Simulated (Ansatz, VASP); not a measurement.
## Mg: VASP beside Ansatz

```
Mg
1.0
     4.39029    0.00000    0.00000
     0.00000    4.39029    0.00000
     0.00000    0.00000    4.39029
Mg
3
Direct
  0.00000 0.50000 0.50000
  0.50000 0.00000 0.50000
  0.50000 0.50000 0.00000
```

Alike in both runs: functional PBE; k mesh 10 × 10 × 10; occupations gaussian, width 0.1 eV; no spin polarisation.

Ansatz relaxed the structure, and its values are those at the end. VASP's run is a single point on that final structure, the one shown.

|  | VASP | Ansatz |
| --- | --- | --- |
| version | VASP 6.6.1 | Ansatz 0.2.0 |
| potentials or method | VASP PAW PBE potentials, release 64 (Mg) | scalar-relativistic, plane waves, PAW |
| plane-wave cutoff (eV) | 520 | 420 |
| valence electrons in the cell | 6 | 30 |

```tsv
	VASP	Ansatz	Ansatz less VASP
gap on the k mesh at the Fermi level (eV)	none	none	-
pressure (GPa)	-0.1	0.0	+0.07
```

A gap of «none» marks a metal or a gap that the smearing closes. With one functional, cell and mesh, what is left measures potentials, basis and numerics. The two sets of potentials don't hold the same shells in valence.
